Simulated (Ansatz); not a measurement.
# Ge (Pm-3m) in Ansatz: a series of runs, part 2 of 2

Ansatz 0.2.0.

## Step 5: Single point, HF

input reads:

```
crystal:
  lattice:
    - [2.71047, 0.0, 0.0]
    - [0.0, 2.71047, 0.0]
    - [0.0, 0.0, 2.71047]
  atoms:
    - { symbol: Ge, position: [0.0, 0.0, 0.0] }
hamiltonian:
  xc: hf
  pseudopotentials: { kind: paw }
kpoints:
  mp_grid: { grid: [5, 5, 5] }
scf:
  occupations: { method: fermi_dirac, width: 0.05 }
output:
  forces: true
  stress: true
  eigenvalues: true
```

Potentials or basis: Ansatz PAW.

Log:

```text
Warning: output.stress: scf.convergence.dr2_threshold = 1e-7 eV (the SCF's general default) is looser than the 1e-10 eV advised for a printed stress (1e-10 eV for each atom of the cell: 1). What an SCF threshold leaves in a stress goes as its square root, and in the free energy as the threshold itself, and one threshold admits the most on a small cell: of the crystals measured, under no hybrid functional and no lock of the moments, on runs that ended without the residual-converged pass, on stresses that held no estimate of that error, the worst erred by over 100 MPa in a component at 1e-7 eV an atom and by under 5 at 1e-10. Set scf.convergence.dr2_threshold to 1e-10 eV or tighter. The threshold is an SCF's pass mark: one that does not reach it within its budget of iterations ends unconverged, or closes short of it on a stop that the run arms, and scf.convergence.dr2_threshold's page says what that costs each kind of run
Warning: output.stress: scf.exx.energy_threshold = 1e-6 eV is looser than the 1e-8 eV advised for a stress under a hybrid functional (1e-8 eV for each atom of the cell: 1). Every SCF of the exchange loop can meet its threshold on dr2 while the loop round them stops early: no threshold on dr2 bounds what that leaves in the stress. Set scf.exx.energy_threshold to 1e-8 eV or tighter. The threshold is the loop's pass mark: a loop that does not reach it within its budget of cycles ends unconverged, and scf.exx.energy_threshold's page has the law
GPUs: using 1 of 1 available (devices: 1).
Engine: ansatz 0.2.0, x86_64-unknown-linux-gnu
Pseudopotentials: kind: paw
Pseudopotential: Ge, paw, valence charge 14, recommended cutoff 420 eV (normal), Ge.paw.azcp
Functional definition: HF
  exchange = exact_x
  correlation = 0
device memory: the entry about to start is reckoned to put 0.5 GiB on a device that reports 37.6 GiB free (of which the cap on the GPU budget leaves the run 18.0 GiB)
GPU FFT provider: cuFFT
GPU libraries: cuBLAS 13.8.2, cuFFT 12.4.0, cuSOLVER 12.3.4
Crystal: 1 atoms, lattice volume = 19.913 Å³
Basis set: ecut = 420 eV, 389 PW (Γ)
Bands: 11, of which v1, the nominal top of the filled ones, is band 7 counted from 1 (6 counted from 0)
Symmetry: 48 space group operations
Space group: Pm-3m (ITA 221), of the structure as read, at distance tolerance 2.7e-5 Å
k-points: 10 of 125
Non-local potential: Ge, projectors of the file, l = 0: 2, l = 1: 2, l = 2: 3, l = 3: 1
PAW form: soft (Blöchl's): semilocal exchange-correlation on the pseudo side does not see the compensation charge
PAW frozen core: Ge, regenerated for the run's functional, and the local potential with it (the file was generated under x = pbe(κ = 0.804, μ = 0.2195149727645171), c = pbe(β = 0.06672455060314922))
PAW one-centre angular grid: Ge, 590 points (default); XC on 64 Gauss nodes
Initial density: superposition of atomic densities (neutral atoms: chi_scale 0, normalization atom), corrected by the library's trained network
Initial wavefunctions: pseudopotential atomic-orbital guess
GPU buffer pool allocated for 8000 grid points (all kernels)
GPU transforms: local potential and band sums: pruned to the plane-wave sphere, on 18×18×18
Functional: x = pbe(κ = 0.804, μ = 0.2195149727645171), c = none, warm-up for x = 0 pbe(κ = 0.804, μ = 0.2195149727645171) + 1 exact, c = none
SCF iter   1: F=—  HF=-4252.234677 eV  |F-HF|=—  |Δ(HF+E_count)|=         —  Δρ=1.08e-2  dr2=8.08e-3  ethr=1.77e-3  ⟨swp⟩=7.0  Hψ=466  notcnv=0
preconditioner: auto → none  [insulator: Δε(μ)=0.963 eV  Ē_g=26.945 eV  σ=0.050 eV  W_gap=0.96  n_scr=6 (ndim 8)  ℏωp=31.1 eV  f_vac=0.000  D(μ)=0.31/eV (n_scr^D=0)]
[... 87 lines left out ...]
SCF 6 converged in 2 iterations: F = -4255.454016 eV  dr2 = 2.75e-9
  Residual-converged pass: ⟨swp⟩=2.0  Hψ=127  notcnv=0  max |occ|·‖R‖ = 2.4e-6 eV (tolerance 2.4e-6 eV)  dr2=2.75e-9  dr2_onsite=7.45e-10  max |Δocc| = 0.0e0
hybrid outer 5: dexx = +1.471e-8 eV, tail = 7.71e-9 eV, Δε = 3.99e-4 eV (about 1.28e-4 eV left of the loop's levels), ΔF = 2.37e-30 eV/Å (tail 2.19e-30)
hybrid SCF converged: 5 outer / 26 inner (+7 warm-up), last move |dexx| = 1.47e-8 eV, tail = 7.71e-9 eV
Stability not checked: this state was not tested for a lower state beside it, because the functional holds exact exchange (a hybrid, or Hartree-Fock), whose exchange loop this test does not read (fock_operator; see scf.lower_state_search)
Free energy (F): -4255.454016 eV
Frozen-core exchange: fock
Harris-Foulkes:  -4255.454016 eV  (|F-HF|=2.33e-9)
Internal energy: -4255.450690 eV  (E = F + TS)
E sigma→0 (E₀):  -4255.452353 eV
Entropy (-TS):   -0.003326 eV (-3.326 meV/atom)
Fermi energy:    9.343735 eV
--- Per-component energies (eV) ---
  E_band       = -278.736388
  E_kinetic    = 107.257555
  E_local      = -2221.191295  (includes V_loc(G=0)·N_el)
  E_nonlocal   = 411.584823
  E_hartree    = 979.519350
  E_xc         = 0.000000
  E_vxc        = 0.000000  (∫ρ·V_xc dr)
  E_exx        = -241.312039  (= α·E_x^exact, valence–valence)
  E_paw        = -1812.678330  (= ΣΔE_a)
  E_vpaw       = -52.799077  (= ΣTr[D̂ρ^β])
  E_aug_tail   = 0.000273  (compensation charges beyond the density's cutoff)
  E_ewald      = -1477.196068
  E_core_change = -1.434960  (= ΣΔE_core)
  E_smearing   = -0.003326  (= −TS)
  E_closure    = 0.000000  (closes the sum)
  Σ components = -4255.454016   (vs F -4255.454016, Δ=0.00e0)
--- Forces (eV/Å), atoms counted from 1 ---
  atom   1  Ge    -0.00000000     0.00000000     0.00000000
  max |Σ_I F_I| component: 3.94e-30 eV/Å
--- Stress (GPa, compression-positive) ---
        4.600581      -0.000000       0.000000
        0.000000       4.600581       0.000000
        0.000000       0.000000       4.600581
  P = ⅓ Tr σ = 4.6006 GPa (46.006 kbar)
--- Band table (eV; the first three rows and the last of 10) ---
  k-point 0: bands = ["-28.7687", "-28.7687", "-28.5165", "-28.5165", "-28.5165", "-9.5829", "22.7682", "22.7682", "22.7682", "25.7906", "25.7906"]
  k-point 1: bands = ["-28.7642", "-28.7049", "-28.5389", "-28.5389", "-28.5147", "-8.4267", "14.5194", "23.6553", "23.6553", "26.6038", "28.6781"]
  k-point 2: bands = ["-28.7569", "-28.6004", "-28.5756", "-28.5756", "-28.5118", "-5.2269", "3.1758", "25.8001", "25.8001", "28.7954", "30.9307"]
  k-point 9: bands = ["-28.6442", "-28.6432", "-28.6432", "-28.4838", "-28.4838", "4.3959", "12.7696", "12.7696", "16.1500", "22.7473", "23.3316"]
```

It took 16 s on 1 × NVIDIA H100 80GB HBM3 with 2 threads of AMD EPYC 7R13 (Zen 3), shared host; peak memory 1.5 GiB.

Results:

- Free energy: -4255.4540 eV
- Pressure: 4.6 GPa
- Band gap on the k mesh: none (metal or under the smearing width)

Caveat: the k mesh is coarse (spacing up to 0.46 Å⁻¹), so the values aren't converged, least of all with exact exchange; the PAW data sets come from PBE, with cores solved anew for the run's functional, which leaves a small shift of forces and pressure; the thresholds are loose for stress.

## Step 6: Relaxation of cell and atoms, HF

input: that of step 5 with these lines changed.

```diff
@@ -18 +18,9 @@
   eigenvalues: true
+  write_density: true
+  write_potential: true
+  elf: true
+  volumetric_format: npy
+relax:
+  f_tol: 0.01
+  max_steps: 40
+  cell: { stress_tol: 0.05 }
```

Potentials or basis: Ansatz PAW.

Log:

```text
GPUs: using 1 of 1 available (devices: 1).
Engine: ansatz 0.2.0, x86_64-unknown-linux-gnu
Pseudopotentials: kind: paw
Pseudopotential: Ge, paw, valence charge 14, recommended cutoff 420 eV (normal), Ge.paw.azcp
Functional definition: HF
  exchange = exact_x
  correlation = 0
device memory: the entry about to start is reckoned to put 0.5 GiB on a device that reports 34.5 GiB free (of which the cap on the GPU budget leaves the run 18.0 GiB)
GPU FFT provider: cuFFT
GPU libraries: cuBLAS 13.8.2, cuFFT 12.4.0, cuSOLVER 12.3.4
Crystal: 1 atoms, lattice volume = 19.913 Å³
Basis set: ecut = 420 eV, 389 PW (Γ)
Bands: 11, of which v1, the nominal top of the filled ones, is band 7 counted from 1 (6 counted from 0)
Symmetry: 48 space group operations
Space group: Pm-3m (ITA 221), of the structure as read, at distance tolerance 2.7e-5 Å
k-points: 10 of 125
Non-local potential: Ge, projectors of the file, l = 0: 2, l = 1: 2, l = 2: 3, l = 3: 1
PAW form: soft (Blöchl's): semilocal exchange-correlation on the pseudo side does not see the compensation charge
PAW frozen core: Ge, regenerated for the run's functional, and the local potential with it (the file was generated under x = pbe(κ = 0.804, μ = 0.2195149727645171), c = pbe(β = 0.06672455060314922))
PAW one-centre angular grid: Ge, 590 points (default); XC on 64 Gauss nodes
Initial density: superposition of atomic densities (neutral atoms: chi_scale 0, normalization atom), corrected by the library's trained network
Initial wavefunctions: pseudopotential atomic-orbital guess
GPU buffer pool allocated for 8000 grid points (all kernels)
GPU transforms: local potential and band sums: pruned to the plane-wave sphere, on 18×18×18
Functional: x = pbe(κ = 0.804, μ = 0.2195149727645171), c = none, warm-up for x = 0 pbe(κ = 0.804, μ = 0.2195149727645171) + 1 exact, c = none
[... 414 lines left out ...]
Harris-Foulkes:  -4255.469995 eV  (|F-HF|=0.00e0)
Internal energy: -4255.466670 eV  (E = F + TS)
E sigma→0 (E₀):  -4255.468333 eV
Entropy (-TS):   -0.003326 eV (-3.326 meV/atom)
Fermi energy:    8.504425 eV
--- Per-component energies (eV) ---
  E_band       = -289.417206
  E_kinetic    = 106.364751
  E_local      = -2265.607540  (includes V_loc(G=0)·N_el)
  E_nonlocal   = 411.258631
  E_hartree    = 996.433879
  E_xc         = 0.000000
  E_vxc        = 0.000000  (∫ρ·V_xc dr)
  E_exx        = -240.895257  (= α·E_x^exact, valence–valence)
  E_paw        = -1812.512009  (= ΣΔE_a)
  E_vpaw       = -52.510605  (= ΣTr[D̂ρ^β])
  E_aug_tail   = 0.000319  (compensation charges beyond the density's cutoff)
  E_ewald      = -1449.074484
  E_core_change = -1.434960  (= ΣΔE_core)
  E_smearing   = -0.003326  (= −TS)
  E_closure    = -0.000001  (closes the sum)
  Σ components = -4255.469995   (vs F -4255.469995, Δ=-9.09e-13)
--- Forces (eV/Å), atoms counted from 1 ---
  atom   1  Ge     0.00000000     0.00000000    -0.00000000
  max |Σ_I F_I| component: 3.94e-31 eV/Å
--- Stress (GPa, compression-positive) ---
       -0.031274       0.000000      -0.000000
        0.000000      -0.031274      -0.000000
       -0.000000      -0.000000      -0.031274
  P = ⅓ Tr σ = -0.0313 GPa (-0.313 kbar)
--- Band table (eV; the first three rows and the last of 10) ---
  k-point 0: bands = ["-29.5731", "-29.5731", "-29.3594", "-29.3594", "-29.3594", "-9.8079", "21.5424", "21.5424", "21.5424", "24.6801", "24.6801"]
  k-point 1: bands = ["-29.5693", "-29.5184", "-29.3781", "-29.3781", "-29.3578", "-8.7014", "13.6434", "22.3787", "22.3787", "25.4635", "27.2784"]
  k-point 2: bands = ["-29.5631", "-29.4289", "-29.4092", "-29.4092", "-29.3552", "-5.6749", "2.6961", "24.3742", "24.3742", "27.5554", "29.5039"]
  k-point 9: bands = ["-29.4665", "-29.4658", "-29.4658", "-29.3308", "-29.3308", "3.5050", "11.9677", "11.9677", "14.8288", "21.7073", "22.3544"]
--- Relaxed structure (4 steps of the walk, 4 accepted, 1 SCFs on fresh bases) ---
  F+E_penalty+E_count = -4255.46999547 eV   max|allowed force component| = 0.000e0 eV/Å   (the final SCF, on the basis selected at the relaxed cell)
  cell:  # Å, volume = 21.0948 Å³
    - [2.7630709613618514, -8.218132663087547e-33, -2.5679065925163143e-34]
    - [-8.218132663087547e-33, 2.7630709613618514, 0.0]
    - [-2.5679065925163143e-34, 0.0, 2.7630709613618514]
  atoms:
    - { symbol: Ge, position: [0.0, 0.0, 0.0] }
```

Wall time 21 s (1 × NVIDIA H100 80GB HBM3 with 2 threads of AMD EPYC 7R13 (Zen 3), shared host); peak memory 1.5 GiB.

What came out:

| Item | Value |
| --- | --- |
| Free energy | -4255.4700 eV |
| Relaxed volume | 21.09 Å³/atom |
| Relaxed cell | a = 2.763 Å, b = 2.763 Å, c = 2.763 Å, α = 90.00°, β = 90.00°, γ = 90.00° |
| Space group after relaxing (to 0.05 Å) | Pm-3m (No. 221) |
| Energy gained by relaxing | 16.0 meV/atom |
| Ionic steps | 5 |
| Pressure after relaxing | 0.0 GPa |
| Band gap on the k mesh | none (metal or under the smearing width) |

The path:
```
step  energy change (eV)  largest force (eV/Å)  volume (Å³)
   1              0.0000                0.0000        19.91
   2             -0.0137                0.0000        21.46
   3             -0.0153                0.0000        21.13
   4             -0.0153                0.0000        21.09
   5             -0.0160                0.0000        21.09
```

Final structure:
```
Ge
1.0
     2.76307    0.00000    0.00000
     0.00000    2.76307    0.00000
     0.00000    0.00000    2.76307
Ge
1
Cartesian
  0.0000 0.0000 0.0000
```

Caveat: the k mesh is coarse (spacing up to 0.46 Å⁻¹), so the values aren't converged, least of all with exact exchange; the plane-wave basis is chosen anew once the cell has moved, so the energies of steps on either side of that aren't comparable; the PAW data sets come from PBE, with cores solved anew for the run's functional, which leaves a small shift of forces and pressure.

## Step 7: Summary

```csv
task,level,cell,cutoff (eV),gap on the mesh (eV),pressure (GPa)
single point,r2SCAN0,as given,500,none,-2.4
single point,r2SCANh,as given,500,none,-1.7
single point,r2SCAN50,as given,500,none,-3.6
single point,HF,as given,420,none,4.6
relaxation of cell and atoms,HF,relaxed,420,none,0.0
```

Alike in all rows: potentials or basis Ansatz PAW; no spin polarisation; k mesh 5 × 5 × 5; smearing fermi-dirac 0.05 eV; the mesh is coarse, so values aren't converged.

Caveats: all runs use coarse meshes; the PAW data sets come from PBE, with cores solved anew for the run's functional, which leaves a small shift of forces and pressure; the thresholds are loose for stress (some runs); the plane-wave basis is chosen anew once the cell has moved, so the energies of steps on either side of that aren't comparable (some runs).

Absolute energies hang on the potentials; compare differences alone.
